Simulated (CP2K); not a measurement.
SiC:

```
CELL_PARAMETERS angstrom
3.07569 0.00000 0.00000
-1.53785 2.66363 0.00000
0.00000 0.00000 10.07065
ATOMIC_POSITIONS crystal
Si 0.00000 0.00000 0.18789
Si 0.00000 0.00000 0.68789
Si 0.33333 0.66667 0.43784
Si 0.66667 0.33333 0.93784
C 0.00000 0.00000 0.00046
C 0.00000 0.00000 0.50046
C 0.33333 0.66667 0.24980
C 0.66667 0.33333 0.74980
```

The cell is a database's computed one.

Base run:

| Property | Result |
| --- | --- |
| Program | CP2K 2026.2 |
| Functional | LDA |
| Potentials or basis | POTENTIAL_UZH Si GTH-PBE-q4, C GTH-PBE-q4; DZVP-MOLOPT-PBE-GTH basis |
| Density cutoff | 9184 eV |
| k mesh | 8 × 8 × 2 |
| Occupations | fermi-dirac, width 0.05 eV |
| Spin | no spin polarisation |

Its results: band gap on the k mesh 2.33 eV, indirect (least direct gap 3.45 eV); pressure 2.3 GPa; largest force 0.014 eV/Å.

Q: The run is repeated on the same cell with these changes: functional from LDA to HLE16. What comes out?

A: Band gap on the k mesh 3.14 eV, indirect (least direct gap 4.21 eV); pressure -37.0 GPa; largest force 0.067 eV/Å.

Caveats: the potentials were made for another functional, which shifts forces and pressure; the basis of atomic orbitals isn't converged, which shifts pressures, moduli and gaps; the potentials were made for a functional far from this one (some runs); the cell as given lies far from equilibrium (some runs).

A k mesh can miss the band edges.
